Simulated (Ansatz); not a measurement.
**BAs: relaxation of cell and atoms with RPBE**

The system is BAs.

```
CELL_PARAMETERS angstrom
0.00000 2.38850 2.38850
2.38850 0.00000 2.38850
2.38850 2.38850 0.00000
ATOMIC_POSITIONS crystal
As 0.75000 0.75000 0.75000
B 0.00000 0.00000 0.00000
```

```yaml
Program: Ansatz 0.2.0
Task: relaxation of cell and atoms
Functional: RPBE
Potentials_or_basis: all-electron LAPW, scalar-relativistic
Basis_error_allowed: 0.001 eV/atom
k_mesh: 10 × 10 × 10
Occupations: fermi-dirac, width 0.05 eV
Spin: no spin polarisation
```

```
Relaxed volume                         : 14.18 Å³/atom
Relaxed cell                           : a = 3.423 Å, b = 3.423 Å, c = 3.423 Å, α = 60.00°, β = 60.00°, γ = 60.00°
Space group after relaxing (to 0.05 Å) : F-43m (No. 216)
Energy gained by relaxing              : 9.0 meV/atom
Ionic steps                            : 5
Pressure after relaxing                : 0.0 GPa
Band gap on the k mesh                 : 1.26 eV
```

Step by step:
```csv
step,energy change (eV),largest force (eV/Å),volume (Å³)
1,0.0000,0.0000,27.25
2,-0.0164,0.0000,28.03
3,-0.0179,0.0000,28.34
4,-0.0180,0.0000,28.36
5,-0.0180,0.0000,28.36
```

Final structure:
```cif
data_structure
_symmetry_space_group_name_H-M 'P 1'
_symmetry_Int_Tables_number 1
_cell_length_a 3.4229
_cell_length_b 3.4229
_cell_length_c 3.4229
_cell_angle_alpha 60.000
_cell_angle_beta 60.000
_cell_angle_gamma 60.000
_cell_volume 28.36
loop_
_atom_site_label
_atom_site_type_symbol
_atom_site_fract_x
_atom_site_fract_y
_atom_site_fract_z
_atom_site_occupancy
As1 As 0.75000 0.75000 0.75000 1
B1 B 0.00000 0.00000 0.00000 1
```

It took 34 s on 1 thread of Arm Neoverse V1, on a shared host, peak memory 0.28 GiB.

A k mesh can miss the band edges. RPBE and its kin give volumes clearly too large for solids.
